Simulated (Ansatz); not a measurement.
## Ligand exchange: Mg(CH3)Br + C3H9N → Mg(CH3)(NH2) + C3H7Br

Species: Mg(CH3)Br, singlet; C3H9N (propylamine) `CCCN`, singlet; Mg(CH3)(NH2), singlet; C3H7Br (1-bromopropane) `CCCBr`, singlet. The partners trade Br for NH2: Mg–Br and C–NH2 bonds give way to Mg–NH2 and C–Br.

Shapes, held fixed at every level: PBE0-D4/def2-TZVP. Flexible molecules stand in one conformer, not always the lowest. Programs: Ansatz 0.2.0. Electronic energies: no zero-point or thermal term.

```
               level                    kind  ΔE (kJ/mol)  less CCSD(T)/def2-TZVPP
       HF/def2-TZVPP            Hartree–Fock       +160.9                    +32.6
   PBE-D4/def2-TZVPP                     GGA       +127.3                     -1.0
r2SCAN-D4/def2-TZVPP                meta-GGA       +134.8                     +6.5
 B3LYP-D4/def2-TZVPP           global hybrid       +129.9                     +1.6
  PBE0-D4/def2-TZVPP           global hybrid       +138.2                     +9.9
  wB97X-V/def2-TZVPP  range-separated hybrid       +136.7                     +8.4
  CCSD(T)/def2-TZVPP   coupled cluster or CI       +128.3                      0.0
```

The highest level, CCSD(T)/def2-TZVPP, gives ΔE = +128.3 kJ/mol; the levels span +127.3 to +160.9. The column of differences is taken from that level and isn't an error. No measured value is set beside it here. Relativity is left out for Br unless named. Correlated rows may include outer-core shells of Br, Mg, which these sets cover unevenly.
